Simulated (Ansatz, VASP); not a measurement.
# Two plane-wave programs on Mo

```
CELL_PARAMETERS angstrom
-1.58043 1.58043 1.58043
1.58043 -1.58043 1.58043
1.58043 1.58043 -1.58043
ATOMIC_POSITIONS crystal
Mo 0.00000 0.00000 0.00000
```

Alike in both runs: task single point; functional r2SCAN; k mesh 24 × 24 × 24; occupations gaussian, width 0.1 eV; no spin polarisation.

```csv
,VASP,Ansatz
version,VASP 6.6.1,Ansatz 0.2.0
potentials or method,"VASP PAW PBE potentials, release 64 (Mo_sv)","scalar-relativistic, plane waves, PAW"
plane-wave cutoff (eV),520,500
valence electrons in the cell,14,14
```

|  | VASP | Ansatz | Ansatz less VASP |
| --- | --- | --- | --- |
| gap on the k mesh at the Fermi level (eV) | none | none | - |
| pressure (GPa) | -1.4 | -2.5 | -1.09 |

A gap of «none» marks a metal or a gap that the smearing closes.

Caveats: the PAW data sets were made with another functional, which shifts forces and pressure a little (VASP).
